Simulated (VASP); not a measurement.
Input of a VASP 6.6.1 run:

Contents of INCAR:

```
SYSTEM = Sr
PREC     = Accurate       ! precision mode
ENCUT    = 520            ! plane-wave cutoff, eV
EDIFF    = 1E-6           ! SCF threshold, eV
ISMEAR   = -1             ! smearing method
SIGMA    = 0.02           ! smearing width, eV
LREAL    = .False.        ! projectors in reciprocal space
LASPH    = .True.         ! aspherical terms in the spheres
NELM     = 100            ! most SCF steps
ALGO     = Fast           ! electronic algorithm
ISIF     = 2              ! what is computed and relaxed
LWAVE    = .False.        ! write WAVECAR
LCHARG   = .True.         ! write CHGCAR
GGA      = PE             ! functional
LELF     = .True.         ! ELF
LVHAR    = .True.       
NBANDS   = 28             ! bands
```

Contents of KPOINTS:

```
regular mesh
0
Gamma
  9 9 3
  0 0 0
```

File POSCAR:

```
Sr
1.0
    4.3437928911      0.0000000000      0.0000000000
   -2.1718964456      3.7618349925      0.0000000000
    0.0000000000      0.0000000000     14.3252771282
Sr
4
Direct
    0.6666666667      0.3333333333      0.7500000000
    0.0000000000      0.0000000000      0.5000000000
    0.3333333333      0.6666666667      0.2500000000
    0.0000000000      0.0000000000      0.0000000000
```

Potentials or basis: VASP PAW PBE potentials, release 64 (Sr_sv).

Command:

```sh
$ cat potpaw_PBE.64/Sr_sv/POTCAR > POTCAR
$ mpirun -np 1 vasp_std > vasp.out
```

**Question.** Predict the band gap on the k mesh.

**Answer.** None (metal or under the smearing width).

**Question.** Predict the pressure.

**Answer.** -0.6 GPa.
